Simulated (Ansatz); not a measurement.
A run of Ansatz 0.2.0:

input.yaml

```yaml
crystal:
  lattice:
    - [4.15, 0.0, 0.0]
    - [-2.075, 3.5940054257, 0.0]
    - [0.0, 0.0, 6.737]
  atoms:
    - { symbol: Cd, position: [0.6666666667, 0.3333333333, 0.5] }
    - { symbol: Cd, position: [0.3333333333, 0.6666666667, 0.0] }
    - { symbol: S, position: [0.6666666667, 0.3333333333, 0.875] }
    - { symbol: S, position: [0.3333333333, 0.6666666667, 0.375] }
hamiltonian:
  xc: rpbe
  pseudopotentials: { kind: paw }
kpoints:
  mp_grid: { grid: [7, 7, 4] }
scf:
  occupations: { method: fermi_dirac, width: 0.05 }
output:
  forces: true
  stress: true
  write_density: true
  write_potential: true
  elf: true
  volumetric_format: npy
relax:
  f_tol: 0.01
  max_steps: 40
  cell: { stress_tol: 0.05 }
```

Potentials or basis: Ansatz PAW.

Run with:

```sh
$ ansatz run input.yaml --threads 2 --pin off --max-ram 5632MiB --backend cpu --events-out ev --progress --plain --runs-dir out
```

Hardware: 2 threads of Intel(R) Xeon(R) Processor @ 2.50GHz (Skylake/Cascade Lake), on a shared host.

Problem. Estimate the wall time of this run.

Solution. Run time: 26 s on 2 threads of Intel(R) Xeon(R) Processor @ 2.50GHz (Skylake/Cascade Lake), on a shared host, peak memory 0.42 GiB. Counts: scf iterations 29, plane waves 2093, k points 24, bands 32, ion steps 5.
